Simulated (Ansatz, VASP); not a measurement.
TaN in VASP and in Ansatz

```
CELL_PARAMETERS angstrom
2.69538 0.00000 0.00000
0.00000 2.69538 0.00000
0.00000 0.00000 2.69538
ATOMIC_POSITIONS crystal
Ta 0.00000 0.00000 0.00000
N 0.50000 0.50000 0.50000
```

The cell comes from a database or a generator and needn't be the stable form of this composition.

Alike in both runs: task single point; functional PBE; k mesh 10 × 10 × 10; occupations fermi-dirac, width 0.05 eV; no spin polarisation.

|  | VASP | Ansatz |
| --- | --- | --- |
| version | VASP 6.6.1 | Ansatz 0.2.0 |
| potentials or method | VASP PAW PBE potentials, release 64 (Ta_pv, N) | Ansatz PAW soft_1 |
| plane-wave cutoff (eV) | 520 | 420 |
| valence electrons in the cell | 16 | 18 |

Ansatz gave:

- gap on the k mesh at the Fermi level (eV): none
- pressure (GPa): 21.0

Question: Estimate VASP's values.

Answer: gap on the k mesh at the Fermi level (eV): none; pressure (GPa): 22.2.

A gap of «none» marks a metal or a gap that the smearing closes. The functional is the same, so the differences come from potentials, cutoffs and numerics. The two sets of potentials don't hold the same shells in valence.

Caveats: so large a pressure means that the cell lies far from this level's equilibrium, or that cutoff or potentials fall short (VASP). Spin-orbit coupling is left out, which matters for the levels of Ta.
